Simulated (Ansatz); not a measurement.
Energy, volume and coordination in Sn4Se3

All numbers below come from DFT PBE, scalar-relativistic, plane waves, PAW (Ansatz). Settings: cutoff 420 eV, Γ-centred meshes spaced at most about 0.3 Å⁻¹, and about 0.25 Å⁻¹ or finer for metals (2π included), Gaussian smearing. No spin polarisation.

These are static total energies at zero pressure. Rows are sorted by volume; energies count from the lowest form computed. Coordination counts Se atoms around Sn (those within 1.25 times the shortest such distance or 1.15 times the sum of covalent radii, 1.27 where that leaves under three; a plus sign parts nearer from farther groups; the shortest distance is added where it exceeds 1.18 times the sum of covalent radii; a slash parts the counts of unlike sites).

```csv
row,form,source,atoms,coordination,V (Å³/atom),gap on mesh (eV),ΔE (meV/atom)
1,I-43d,invented,14,Sn 3+3,27.3,0,123
2,R-3m,invented,7,Sn 3/6,27.6,0,47
3,P4/nmm,invented,14,Sn 4 from 4.0 Å/5/5+1,28.5,0,0
4,Pm-3m,invented,7,Sn 4/6,30.6,0,?
5,P-43m,invented,7,Sn 3,31.2,0,107
```

The cell of row 4:

```cif
data_structure
_symmetry_space_group_name_H-M 'P 1'
_symmetry_Int_Tables_number 1
_cell_length_a 5.9834
_cell_length_b 5.9834
_cell_length_c 5.9834
_cell_angle_alpha 90.000
_cell_angle_beta 90.000
_cell_angle_gamma 90.000
_cell_volume 214.22
loop_
_atom_site_label
_atom_site_type_symbol
_atom_site_fract_x
_atom_site_fract_y
_atom_site_fract_z
_atom_site_occupancy
Sn1 Sn 0.00000 0.00000 0.00000 1
Sn2 Sn 0.50000 0.00000 0.50000 1
Sn3 Sn 0.50000 0.50000 0.00000 1
Sn4 Sn 0.00000 0.50000 0.50000 1
Se1 Se 0.50000 0.00000 0.00000 1
Se2 Se 0.00000 0.50000 0.00000 1
Se3 Se 0.00000 0.00000 0.50000 1
```

**Question.** How far above the lowest form does the open row lie?

**Answer.** 115 meV/atom, which puts it above row 5 and below row 1. Counting Se atoms around Sn, row 4 has Sn 4/6 and the lowest form (row 3) has Sn 4 from 4.0 Å/5/5+1.

An observed structure of this formula, if there is one, may be missing.

The k mesh leaves some 4 meV/atom of noise in the energy of each metallic cell. Cells relaxed within their symmetry can be saddle points. Some types were kept out of the candidates beforehand, so the set may lack a known form.

The open cell is rock-salt SnSe with an ordered quarter of the Se sites empty. Sn beside a vacancy keeps only four Se neighbours in a plane, and the rigid cubic framework leaves it little freedom to rebond, which probably accounts for much of the 115 meV/atom penalty. Density does not decide the order: the most compact form is also the highest in energy. Rows 5, 4 and 1 lie too close together for their mutual order to be firm.

With Se as selenide, Sn has more valence electrons than Sn(II) would retain. These can enter Sn 5p states and Sn–Sn bonds, consistent with the absence of a gap in every row. In the lowest form some Sn has no Se within bonding distance while the rest stays well coordinated, which suggests a partial separation into tin-like and SnSe-like regions. That fits the known tendency of Sn-rich compositions to separate into Sn and SnSe, a decomposition against which these relative energies provide no test.
